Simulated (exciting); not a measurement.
# Cu (Cmcm) in exciting: reference runs

How does Cu come out in PBEsol? The cell is run as given.

All numbers are computed with exciting (release sodium); they aren't measurements. Logs are shortened: lines on timing, memory, paths and dates and some standing lists are left out, and cuts for length are marked.

### 1 The structure

Symmetry: Cmcm, No. 63, orthorhombic system. Conventional cell: a = 2.437 Å, b = 7.953 Å, c = 2.475 Å, α = 90.00°, β = 90.00°, γ = 90.00°. Cu (site symmetry m2m) is surrounded by 10 Cu at 2.44 to 2.54 Å.

This isn't the form of Cu at room conditions, which is fcc.

### 2 Single point, PBEsol

File input.xml:

```xml
<input>
  <title>Cu</title>
  <structure speciespath="./" tshift="false">
    <crystal scale="1">
      <basevect>2.302562666901 -7.514265407640 0.000000000000</basevect>
      <basevect>2.302562666901 7.514265407640 0.000000000000</basevect>
      <basevect>0.000000000000 0.000000000000 4.678008562152</basevect>
    </crystal>
    <species speciesfile="Cu.xml" rmt="2">
      <atom coord="0.866133350000 0.133866650000 0.750000000000"/>
      <atom coord="0.133866650000 0.866133350000 0.250000000000"/>
    </species>
  </structure>
  <groundstate do="fromscratch" ngridk="11 11 11" rgkmax="9" gmaxvr="14" lmaxapw="10" lmaxmat="10" lmaxvr="8" xctype="GGA_PBE_SOL" stype="Fermi Dirac" swidth="0.00183747" nempty="18" ValenceRelativity="iora*" epsengy="1e-05" epspot="1e-05" maxscl="60" tforce="true" outputlevel="normal"/>
</input>
```

Potentials or basis: all-electron LAPW+lo, shipped species files, valence relativity iora*.

Run with:

```console
OMP_NUM_THREADS=1 exciting_smp
```

INFO.OUT:

```text
================================================================================
EXCITING SODIUM started
[... 10 lines left out ...]

 Lattice vectors (cartesian) :
      2.3025626669     -7.5142654076      0.0000000000
      2.3025626669      7.5142654076      0.0000000000
      0.0000000000      0.0000000000      4.6780085622

 Reciprocal lattice vectors (cartesian) :
      1.3643896424     -0.4180838024      0.0000000000
      1.3643896424      0.4180838024     -0.0000000000
     -0.0000000000      0.0000000000      1.3431324940

 Unit cell volume                           :     161.8784351081
 Brillouin zone volume                      :       1.5323240139

 Species :    1 (Cu)
     parameters loaded from                 :    Cu.xml
     name                                   :    copper
     nuclear charge                         :     -29.00000000
     electronic charge                      :      29.00000000
     atomic mass                            :  115837.27170000
     muffin-tin radius                      :       2.00000000
     # of radial points in muffin-tin       :     350

     atomic positions (lattice) :
       1 :   0.86613335  0.13386665  0.75000000
       2 :   0.13386665  0.86613335  0.25000000

 Total number of atoms per unit cell        :       2

 Spin treatment                             :    spin-unpolarised

 Number of Bravais lattice symmetries       :       8
 Number of crystal symmetries               :       4

 k-point grid                               :      11   11   11
 Total number of k-points                   :     366
 k-point set is reduced with crystal symmetries

 R^MT_min * |G+k|_max (rgkmax)              :       9.00000000
 Species with R^MT_min                      :       1 (Cu)
 Maximum |G+k| for APW functions            :       4.50000000
 Maximum |G| for potential and density      :      14.00000000

 G-vector grid sizes                        :      36    36    24
 Total number of G-vectors                  :    7519

 Maximum angular momentum used for
     APW functions                          :      10
     computing H and O matrix elements      :      10
     potential and density                  :       8
     inner part of muffin-tin               :       2

 Total nuclear charge                       :     -58.00000000
 Total electronic charge                    :      58.00000000
 Total core charge                          :      24.00000000
 Total valence charge                       :      34.00000000

 Number of empty states                     :      18
 Total number of valence states             :      36

 Maximum Hamiltonian size                   :     286
 Maximum number of plane-waves              :     262
 Total number of local-orbitals             :      24

 Exchange-correlation type                  :      22
[... 23 lines left out ...]
+ SCF iteration number :    1                                                  +
++++++++++++++++++++++++++++++++++++++++++++++++++++++++++++++++++++++++++++++++
 Total energy                               :     -3278.51741444
 _______________________________________________________________
 Fermi energy                               :         0.34768802
 Kinetic energy                             :      3376.72109392
 Coulomb energy                             :     -6524.07908393
 Exchange energy                            :      -127.98060315
 Correlation energy                         :        -3.17882128

 DOS at Fermi energy (states/Ha/cell)       :        25.33424238

 Electron charges :
     core                                   :        24.00000000
     core leakage                           :         0.00319131
     valence                                :        34.00000000
     interstitial                           :         3.91086715
     charge in muffin-tin spheres :
                  atom     1    Cu          :        27.04456643
                  atom     2    Cu          :        27.04456643
     total charge in muffin-tins            :        54.08913285
     total charge                           :        58.00000000
[... 362 lines left out ...]
 Electron charges :
     core                                   :        24.00000000
     core leakage                           :         0.00293413
     valence                                :        34.00000000
     interstitial                           :         3.24942003
     charge in muffin-tin spheres :
                  atom     1    Cu          :        27.37528999
                  atom     2    Cu          :        27.37528999
     total charge in muffin-tins            :        54.75057997
     total charge                           :        58.00000000

 RMS change in effective potential (target) :  0.177832E-09  ( 0.100000E-04)
 Absolute change in total energy   (target) :  0.304388E-06  ( 0.100000E-04)
 Charge distance                   (target) :  0.397123E-09  ( 0.100000E-04)
 Abs. change in max-nonIBS-force   (target) :  0.386302E-07  ( 0.500000E-04)

++++++++++++++++++++++++++++++++++++++++++++++++++++++++++++++++++++++++++++++++
| Convergency criteria checked for the last 2 iterations                       +
| Convergence targets achieved. Performing final SCF iteration                 +
++++++++++++++++++++++++++++++++++++++++++++++++++++++++++++++++++++++++++++++++
 Total energy                               :     -3307.37730189
 _______________________________________________________________
 Fermi energy                               :         0.28374902
 Kinetic energy                             :      3363.53581314
 Coulomb energy                             :     -6538.37586311
 Exchange energy                            :      -129.34854942
 Correlation energy                         :        -3.18870250

 DOS at Fermi energy (states/Ha/cell)       :        13.34048417

 Electron charges :
     core                                   :        24.00000000
     core leakage                           :         0.00293413
     valence                                :        34.00000000
     interstitial                           :         3.24942003
     charge in muffin-tin spheres :
                  atom     1    Cu          :        27.37528999
                  atom     2    Cu          :        27.37528999
     total charge in muffin-tins            :        54.75057997
     total charge                           :        58.00000000

++++++++++++++++++++++++++++++++++++++++++++++++++++++++++++++++++++++++++++++++
+ Self-consistent loop stopped                                                 +
++++++++++++++++++++++++++++++++++++++++++++++++++++++++++++++++++++++++++++++++
 STATE.OUT is written

--------------------------------------------------------------------------------
- Writing atomic positions and forces                                          -
--------------------------------------------------------------------------------

 Atomic positions (lattice) :
 atom     1  Cu  :     0.86613335    0.13386665    0.75000000
 atom     2  Cu  :     0.13386665    0.86613335    0.25000000

 Total atomic forces including IBS (cartesian) :
 atom     1  Cu  :     0.00000000   -0.00018704    0.00000143
 atom     2  Cu  :    -0.00000000    0.00018704   -0.00000143

 Atomic force components including IBS (cartesian) :
 atom     1  Cu  :    -0.00000000    0.08227720    0.00000453   HF force
                 :     0.00000000   -0.06236687    0.00000025   core correction
                 :     0.00000000   -0.02009737   -0.00000336   IBS correction
 atom     2  Cu  :     0.00000000   -0.08227720   -0.00000453   HF force
                 :    -0.00000000    0.06236687   -0.00000025   core correction
                 :     0.00000000    0.02009737    0.00000336   IBS correction

********************************************************************************
[... 7 lines left out ...]
| EXCITING SODIUM stopped                                                      =
================================================================================
```

WARNINGS.OUT:

```text
Inversion symmetry is present. Consider using input%groundstate%solver%type = "inversionsymmetry"
```

Run time: 8.6 min. Hardware: 1 thread of Arm Neoverse V1, shared host; peak memory 0.14 GiB.

Results:

```
Free energy                                       : -89998.3254 eV
Largest force                                     : 0.010 eV/Å
Band gap on the k mesh                            : none (metal or under the smearing width)
All electrons inside the program's atomic spheres : Cu 27.38 (radii Cu 2.0 bohr)
```

Forces in eV/Å, atoms in the order of the input:
```
Cu   0.000 -0.010  0.000
Cu   0.000  0.010  0.000
```

Caveat: the log's total energy holds no entropy term; the free energy is that total less TS from the occupations.
